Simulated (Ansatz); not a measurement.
Li (Fm-3m), symmetry broken, then relaxed

Computed with DFT PBE+D3(BJ), scalar-relativistic, plane waves, PAW in Ansatz 0.2.0. Settings: plane waves to 420 eV, k-mesh 8×8×8 (Γ-centred), Gaussian smearing 0.15 eV. No spin polarisation. Energies are free energies at this smearing, counted from the undisturbed cell; pressure is positive in compression.

Reference structure (relaxed at this level; this fcc form isn't the usual structure):

```xyz
4
Lattice="4.1770 0.0000 0.0000 0.0000 -4.1770 0.0000 0.0000 0.0000 -4.1770" Properties=species:S:1:pos:R:3 pbc="T T T"
Li    0.0000   -2.0885   -2.0885
Li    2.0885    0.0000   -2.0885
Li    2.0885   -2.0885    0.0000
Li    0.0000    0.0000    0.0000
```

The atoms are displaced (Å, in the unstrained cell):

| atom | ux | uy | uz |
| --- | --- | --- | --- |
| Li1 | 0.069 | 0.300 | -0.021 |
| Li2 | 0.107 | -0.088 | -0.084 |
| Li3 | -0.120 | -0.169 | 0.243 |
| Li4 | -0.057 | -0.043 | -0.139 |

Cell and atoms are then relaxed.

**Question.** Does the relaxation return to the undisturbed structure?

**Answer.** No. It ends 0.2 meV/atom below it, nearly level but in another symmetry or volume. The disturbance itself cost 59.2 meV/atom. The final space group reads I4/mmm (tolerance 0.05 Å) and the volume changes by 0.09 %.

Final structure:

```xyz
4
Lattice="4.2429 -0.0004 0.0004 0.0004 -4.0514 -0.0004 -0.0004 -0.0004 -4.2434" Properties=species:S:1:pos:R:3 pbc="T T T"
Li    0.0000   -2.0260   -2.1221
Li    2.1212   -0.0005   -2.1213
Li    2.1218   -2.0257   -0.0002
Li    4.2424   -0.0008   -4.2428
```

The relaxation, step by step (energy from the first step; small jumps at an unchanged geometry come where the plane waves are selected anew for the new cell):

```csv
step,ΔE (meV/atom),largest force component (eV/Å),pressure (GPa)
1,0.0,0.631,0.38
2,-49.0,0.190,0.18
3,-59.1,0.010,0.08
4,-59.2,0.001,0.00
5,-59.2,0.001,-0.01
6,-59.2,0.001,-0.01
7,-59.3,0.002,-0.01
8,-58.8,0.006,-0.01
9,-59.3,0.002,-0.01
10,-59.3,0.007,-0.01
11,-58.8,0.028,0.04
12,-59.4,0.000,0.00
13,-59.2,0.029,0.02
14,-59.4,0.015,0.00
15,-59.4,0.001,0.00
16,-59.4,0.001,0.00
```

Frames along the relaxation (Å, eV/Å):

```xyz
4
Lattice="4.177 0.000 0.000 0.000 -4.177 0.000 0.000 0.000 -4.177" Properties=species:S:1:pos:R:3:forces:R:3 pbc="T T T" step=1
Li    0.069   -1.788   -2.109   -0.107   -0.631    0.110
Li    2.195   -0.088   -2.172   -0.163    0.280    0.246
Li    1.969   -2.257    0.243    0.194    0.115   -0.501
Li   -0.057   -0.043   -0.139    0.076    0.236    0.145
4
Lattice="4.176 -0.018 0.008 0.018 -4.155 -0.018 -0.008 -0.018 -4.166" Properties=species:S:1:pos:R:3:forces:R:3 pbc="T T T" step=2
Li    0.035   -1.980   -2.076   -0.052   -0.173   -0.037
Li    2.139   -0.028   -2.090   -0.086    0.007    0.024
Li    2.041   -2.197    0.080    0.094    0.190   -0.141
Li   -0.030    0.013   -0.090    0.044   -0.023    0.154
4
Lattice="4.186 -0.008 0.004 0.008 -4.156 -0.008 -0.004 -0.008 -4.172" Properties=species:S:1:pos:R:3:forces:R:3 pbc="T T T" step=3
Li    0.004   -2.076   -2.089   -0.003   -0.010   -0.001
Li    2.094   -0.008   -2.085   -0.005    0.001    0.001
Li    2.094   -2.088    0.003    0.005    0.010   -0.008
Li   -0.002    0.001   -0.005    0.003   -0.001    0.009
4
Lattice="4.196 -0.002 0.001 0.002 -4.158 -0.002 -0.001 -0.002 -4.180" Properties=species:S:1:pos:R:3:forces:R:3 pbc="T T T" step=4
Li    0.001   -2.080   -2.091    0.000   -0.001    0.000
Li    2.098   -0.002   -2.090    0.000    0.000    0.000
Li    2.098   -2.080    0.000    0.000    0.001    0.000
Li    0.000    0.000    0.000    0.000    0.000    0.000
4
Lattice="4.198 0.000 0.000 0.000 -4.157 0.000 0.000 0.000 -4.181" Properties=species:S:1:pos:R:3:forces:R:3 pbc="T T T" step=5
Li    0.000   -2.079   -2.091    0.000    0.001    0.000
Li    2.099    0.000   -2.091    0.000    0.000    0.000
Li    2.099   -2.078    0.000    0.000    0.000    0.000
Li    0.000    0.000    0.000    0.000    0.000    0.000
4
Lattice="4.200 0.001 0.000 -0.001 -4.154 0.001 0.000 0.001 -4.183" Properties=species:S:1:pos:R:3:forces:R:3 pbc="T T T" step=6
Li    0.000   -2.077   -2.091    0.000    0.001    0.000
Li    2.100    0.001   -2.091    0.000    0.000    0.000
Li    2.100   -2.076    0.000    0.000   -0.001    0.001
Li    0.000    0.000    0.000    0.000    0.000    0.000
4
Lattice="4.213 0.005 -0.002 -0.005 -4.135 0.005 0.002 0.005 -4.191" Properties=species:S:1:pos:R:3:forces:R:3 pbc="T T T" step=7
Li   -0.001   -2.066   -2.093    0.000    0.001    0.000
Li    2.107    0.005   -2.096    0.001    0.000    0.000
Li    2.104   -2.064    0.001   -0.001   -0.002    0.001
Li    0.000    0.000    0.001    0.000    0.001   -0.001
4
Lattice="4.299 0.027 -0.013 -0.027 -4.000 0.030 0.013 0.030 -4.246" Properties=species:S:1:pos:R:3:forces:R:3 pbc="T T T" step=8
Li   -0.008   -1.987   -2.108    0.001    0.002    0.002
Li    2.155    0.029   -2.130    0.002    0.002    0.001
Li    2.137   -1.983    0.007   -0.002   -0.006    0.002
Li    0.001   -0.001    0.002   -0.001    0.003   -0.004
4
Lattice="4.219 0.006 -0.003 -0.006 -4.124 0.006 0.003 0.006 -4.195" Properties=species:S:1:pos:R:3:forces:R:3 pbc="T T T" step=9
Li   -0.002   -2.059   -2.095    0.000    0.000    0.000
Li    2.111    0.006   -2.099    0.000    0.001    0.001
Li    2.107   -2.058    0.001   -0.001   -0.002    0.000
Li    0.000    0.000    0.000    0.000    0.001   -0.001
4
Lattice="4.226 0.007 -0.003 -0.007 -4.111 0.007 0.003 0.007 -4.200" Properties=species:S:1:pos:R:3:forces:R:3 pbc="T T T" step=10
Li   -0.002   -2.054   -2.097    0.000    0.007   -0.001
Li    2.114    0.008   -2.101    0.001   -0.004   -0.004
Li    2.110   -2.052    0.000    0.000    0.002    0.005
Li    0.000    0.001    0.001   -0.001   -0.005    0.000
4
Lattice="4.312 0.018 -0.010 -0.018 -3.959 0.020 0.010 0.020 -4.266" Properties=species:S:1:pos:R:3:forces:R:3 pbc="T T T" step=11
Li   -0.006   -1.974   -2.128    0.003   -0.001    0.016
Li    2.158    0.015   -2.137    0.003    0.016    0.000
Li    2.151   -1.959    0.000   -0.007   -0.028    0.006
Li    0.001   -0.004    0.009    0.000    0.014   -0.022
4
Lattice="4.233 0.000 0.000 0.000 -4.087 0.000 0.000 0.000 -4.215" Properties=species:S:1:pos:R:3:forces:R:3 pbc="T T T" step=12
Li    0.000   -2.044   -2.108    0.000    0.000    0.000
Li    2.116    0.000   -2.107    0.000    0.000    0.000
Li    2.117   -2.044    0.000    0.000    0.000    0.000
Li    0.000    0.000    0.000    0.000    0.000    0.000
4
Lattice="4.269 -0.003 0.001 0.003 -4.011 -0.003 -0.001 -0.003 -4.257" Properties=species:S:1:pos:R:3:forces:R:3 pbc="T T T" step=13
Li    0.002   -2.001   -2.121   -0.003   -0.002   -0.024
Li    2.136    0.002   -2.133   -0.002   -0.015    0.006
Li    2.132   -2.019    0.008    0.008    0.028   -0.011
Li    0.000    0.002   -0.013   -0.003   -0.011    0.029
4
Lattice="4.248 -0.003 0.002 0.003 -4.050 -0.004 -0.002 -0.004 -4.239" Properties=species:S:1:pos:R:3:forces:R:3 pbc="T T T" step=14
Li    0.001   -2.028   -2.127    0.002   -0.001    0.014
Li    2.123   -0.005   -2.116   -0.001    0.006   -0.004
Li    2.127   -2.023   -0.005   -0.005   -0.009    0.005
Li   -0.001   -0.001    0.007    0.004    0.004   -0.015
4
Lattice="4.243 0.000 0.000 0.000 -4.051 0.000 0.000 0.000 -4.243" Properties=species:S:1:pos:R:3:forces:R:3 pbc="T T T" step=15
Li    0.000   -2.026   -2.122    0.000    0.000    0.001
Li    2.121    0.000   -2.121    0.000    0.000    0.000
Li    2.122   -2.026    0.000    0.000    0.000    0.000
Li    0.000    0.000    0.000    0.000    0.000   -0.001
4
Lattice="4.243 0.000 0.000 0.000 -4.051 0.000 0.000 0.000 -4.243" Properties=species:S:1:pos:R:3:forces:R:3 pbc="T T T" step=16
Li    0.000   -2.026   -2.122    0.000    0.000    0.001
Li    2.121    0.000   -2.121    0.000    0.000    0.000
Li    2.122   -2.026    0.000    0.000    0.000    0.000
Li    0.000    0.000    0.000    0.000    0.000   -0.001
```

Cost: 3 runs of about 5.3 core-minutes in all, on Arm Neoverse V2 (shared hosts).